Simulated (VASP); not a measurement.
Set up this calculation in VASP 6.6.1, as the native input.

* Task: relaxation of cell and atoms
* Functional: LDA
* Potentials or basis: VASP PAW LDA potentials, release 64 (Si, C)
* Cutoff: 600 eV
* k mesh: 12 × 12 × 1
* Occupations: gaussian, width 0.03 eV
* Spin: no spin polarisation
* Dipole correction: no
* Further INCAR settings: ALGO = Normal; EDIFF = 1e-07; IBRION = 2; EDIFFG = -0.005; NSW = 40; ISIF = 3

The structure of SiC lies in POSCAR:

```
SiC
1.0
    3.0900000000      0.0000000000      0.0000000000
   -1.5450000000      2.6760185000      0.0000000000
    0.0000000000      0.0000000000     16.0000000000
Si C
1 1
Direct
    0.3333330000      0.6666670000      0.5000000000
    0.6666670000      0.3333330000      0.5000000000
```

The cell was built by a generator and needn't be a form met in nature.

These files were run (other wordings do the same):

INCAR

```
SYSTEM = SiC
ALGO = Normal ; EDIFF = 1E-7
EDIFFG = -0.005 ; ENCUT = 600
IBRION = 2 ; ISIF = 3
ISMEAR = 0 ; KPAR = 2
LASPH = .TRUE. ; LATTICE_CONSTRAINTS = .TRUE. .TRUE. .FALSE.
LCHARG = .FALSE. ; LREAL = .FALSE.
LWAVE = .FALSE. ; NELM = 120
NSW = 40 ; PREC = Accurate
SIGMA = 0.03
```

KPOINTS

```
k-points
0
G
  12 12 1
  0 0 0
```

Potentials or basis: VASP PAW LDA potentials, release 64 (Si, C).

Launch:

```sh
$ cat potpaw_LDA.64/Si/POTCAR potpaw_LDA.64/C/POTCAR > POTCAR
$ mpirun -np 2 vasp_std > vasp.out
```

Results of the run:

The relaxed volume is 65.17 Å³/atom, the relaxed cell is a = 3.067 Å, b = 3.067 Å, c = 16.000 Å, α = 90.00°, β = 90.00°, γ = 120.00° and the space group after relaxing (to 0.05 Å) is P-6m2 (No. 187). The energy gained by relaxing is 3.4 meV/atom. The ionic steps are 4 and the band gap on the k mesh is 2.52 eV, indirect (least direct gap 2.58 eV).

It took 60 s on 2 MPI ranks on Intel(R) Xeon(R) Platinum 8259CL CPU @ 2.50GHz (Skylake/Cascade Lake), on a shared host, peak memory 0.24 GiB a rank.
